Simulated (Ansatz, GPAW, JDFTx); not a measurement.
## One calculation of InP, 3 ways

```
In P
1.0
     0.00000    2.93050    2.93050
     2.93050    0.00000    2.93050
     2.93050    2.93050    0.00000
In P
1 1
Direct
  0.00000 0.00000 0.00000
  0.75000 0.75000 0.75000
```

Alike in all runs: task band structure; functional revPBE; k mesh 8 × 8 × 8; occupations fermi-dirac, width 0.05 eV; no spin polarisation; no spin-orbit coupling. Pressure is positive in compression and, in plane waves, holds the error of the finite cutoff. Gaps are the smaller of the mesh's and the band path's.

```csv
program and potentials,plane-wave cutoff (eV),notes,band gap (eV),pressure (GPa)
"GPAW, the program's PAW data sets (release 1.2.1) made for this functional",600,-,0.81,4.40
"JDFTx, PseudoDojo-SR-PBE-0.5-standard with smoothed tails",952,potentials made for PBE,?,-
"Ansatz, all-electron LAPW, scalar-relativistic",-,-,0.81,4.66
```

Problem. Estimate from the other rows what the run with JDFTx, PseudoDojo-SR-PBE-0.5-standard with smoothed tails gave.

Solution. Band gap 0.80 eV. The other rows, which needn't bracket it: band gap 0.81; pressure 4.40 to 4.66.
